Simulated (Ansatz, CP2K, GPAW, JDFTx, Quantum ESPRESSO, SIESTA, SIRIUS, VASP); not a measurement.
**CdS: 9 runs at one level of theory**

```
Cd S
1.0
     4.15000    0.00000    0.00000
    -2.07500    3.59401    0.00000
     0.00000    0.00000    6.73700
Cd S
2 2
Direct
  0.66667 0.33333 0.50000
  0.33333 0.66667 0.00000
  0.66667 0.33333 0.87500
  0.33333 0.66667 0.37500
```

Alike in all runs: task single point; functional PBEsol; k mesh 7 × 7 × 4; occupations fermi-dirac, width 0.05 eV; no spin polarisation; no spin-orbit coupling. Pressure is positive in compression and, in plane waves, holds the error of the finite cutoff, which Ansatz's Pulay term estimates and takes out.

```csv
program and potentials,plane-wave cutoff (eV),notes,pressure (GPa),largest force (eV/Å)
"Ansatz, Ansatz PAW",420,"potentials made for PBE, which Ansatz adapts in part; 13 valence electrons an atom on average; Pulay term of +0.02 GPa included",-0.98,0.065
"GPAW, PAW data sets generated for this functional",600,9 valence electrons an atom on average,-1.19,0.065
"SIRIUS, PseudoDojo 0.4.1 PBEsol standard (scalar relativistic)",1388,13 valence electrons an atom on average,-0.97,0.065
"CP2K, POTENTIAL_UZH Cd GTH-PBE-q12, S GTH-PBE-q6; TZVP-MOLOPT-PBE-GTH basis",-,atomic basis; potentials made for PBE; 9 valence electrons an atom on average,-0.11,0.069
"Quantum ESPRESSO, GBRV 1.5 PBEsol",612,9 valence electrons an atom on average,-0.69,0.066
"Ansatz, all-electron LAPW, scalar-relativistic",-,-,-0.95,0.065
"SIESTA, files PseudoDojo sr-pbesol-0.4.1-standard, DZP (energy shift 0.003 Ry; two zetas on semicore shells)",-,atomic basis; 13 valence electrons an atom on average,-0.78,0.072
"VASP, PBE PAW files Cd, S, 520 eV",520,potentials made for PBE; 9 valence electrons an atom on average,-0.61,0.067
"JDFTx, PseudoDojo-SR-PBEsol-0.4.1-standard with smoothed tails",1388,13 valence electrons an atom on average,-0.98,0.065
```

Force on atom 3 (S), eV/Å:

```json
{"program and potentials": "Ansatz, Ansatz PAW", "x": "0.000", "y": "0.000", "z": "0.065"}
{"program and potentials": "GPAW, PAW data sets generated for this functional", "x": "0.000", "y": "0.000", "z": "0.064"}
{"program and potentials": "SIRIUS, PseudoDojo 0.4.1 PBEsol standard (scalar relativistic)", "x": "0.000", "y": "0.000", "z": "0.065"}
{"program and potentials": "CP2K, POTENTIAL_UZH Cd GTH-PBE-q12, S GTH-PBE-q6; TZVP-MOLOPT-PBE-GTH basis", "x": "0.000", "y": "0.000", "z": "0.069"}
{"program and potentials": "Quantum ESPRESSO, GBRV 1.5 PBEsol", "x": "0.000", "y": "0.000", "z": "0.066"}
{"program and potentials": "Ansatz, all-electron LAPW, scalar-relativistic", "x": "0.000", "y": "0.000", "z": "0.065"}
{"program and potentials": "SIESTA, files PseudoDojo sr-pbesol-0.4.1-standard, DZP (energy shift 0.003 Ry; two zetas on semicore shells)", "x": "0.000", "y": "0.000", "z": "0.072"}
{"program and potentials": "VASP, PBE PAW files Cd, S, 520 eV", "x": "0.000", "y": "0.000", "z": "0.067"}
{"program and potentials": "JDFTx, PseudoDojo-SR-PBEsol-0.4.1-standard with smoothed tails", "x": "0.000", "y": "0.000", "z": "0.065"}
```

The pressure spans -1.19 (GPAW, PAW data sets generated for this functional) to -0.11 GPa (CP2K, POTENTIAL_UZH Cd GTH-PBE-q12, S GTH-PBE-q6; TZVP-MOLOPT-PBE-GTH basis), with all-electron results at -0.95. Rows in atomic bases carry the error of their basis and grid, which can be large.

The functional is the same throughout but for its coding, so the spread measures potentials, basis and numerics; runs on potential files found faulty are left out.
